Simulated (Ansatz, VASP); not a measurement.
## SiC: VASP beside Ansatz

Contents of POSCAR:

```
SiC
1.0
    2.9790315243      0.0000000000      0.0000000000
   -1.4895157621      2.5799169788      0.0000000000
    0.0000000000      0.0000000000      5.3793378916
Si C
2 2
Direct
    0.3333333333      0.6666666667      0.0046028828
    0.6666666667      0.3333333333      0.5046028828
    0.3333333333      0.6666666667      0.3803971172
    0.6666666667      0.3333333333      0.8803971172
```

The input INCAR.step1:

```
PREC = Accurate
ENCUT = 520
ISMEAR = 0
SIGMA = 0.05
LREAL = False
LASPH = True
NELM = 80
NBANDS = 16
GGA = PE
ALGO = Normal
EDIFF = 1E-4
LWAVE = True
LCHARG = False
```

File INCAR.step2:

```
PREC = Accurate
ENCUT = 520
EDIFF = 1E-6
ISMEAR = 0
SIGMA = 0.05
LREAL = False
LASPH = True
NELM = 80
ALGO = Normal
ISIF = 2
LWAVE = False
LCHARG = False
METAGGA = R2SCAN
LMIXTAU = True
NBANDS = 16
ISTART = 1
```

KPOINTS

```
Automatic mesh
0
Gamma
  12 12 6
```

Input for Ansatz:

```yaml
crystal:
  lattice:
    - [2.9790315243, 0.0, 0.0]
    - [-1.4895157621, 2.5799169788, 0.0]
    - [0.0, 0.0, 5.3793378916]
  atoms:
    - { symbol: Si, position: [0.3333333333, 0.6666666667, 0.0046028828] }
    - { symbol: Si, position: [0.6666666667, 0.3333333333, 0.5046028828] }
    - { symbol: C, position: [0.3333333333, 0.6666666667, 0.3803971172] }
    - { symbol: C, position: [0.6666666667, 0.3333333333, 0.8803971172] }
basis:
  ecutwfc: 500
kpoints:
  mp_grid: { grid: [12, 12, 6] }
hamiltonian:
  xc: r2scan
scf:
  occupations: { method: gaussian, width: 0.05 }
output:
  forces: true
  stress: true
  eigenvalues: true
```

Alike in both runs: task single point; functional r2SCAN; k mesh 12 × 12 × 6; occupations gaussian, width 0.05 eV; no spin polarisation.

```csv
,VASP,Ansatz
version,VASP 6.6.1,Ansatz 0.2.0
potentials or method,"VASP PAW PBE potentials, release 64 (Si, C)","scalar-relativistic, plane waves, PAW"
plane-wave cutoff (eV),520,500
valence electrons in the cell,16,16
```

```tsv
	VASP	Ansatz	Ansatz less VASP
gap on the k mesh at the Fermi level (eV)	2.27	2.27	-0.001
least direct gap on the mesh (eV)	4.31	4.30	-0.005
pressure (GPa)	2.9	3.1	+0.19
largest component of the traceless stress (GPa)	34.69	34.50	-0.192
rms of the force components (eV/Å)	0.251	0.255	+0.0036
```

Atom by atom the forces differ by 0.004 eV/Å (rms over components). With one functional, cell and mesh, what is left measures potentials, basis and numerics.

Caveats: the PAW data sets were made with another functional, which shifts forces and pressure a little (VASP). A k mesh can miss the band edges. r2SCAN opens gaps a little over a GGA but as a rule still falls short of measured ones.
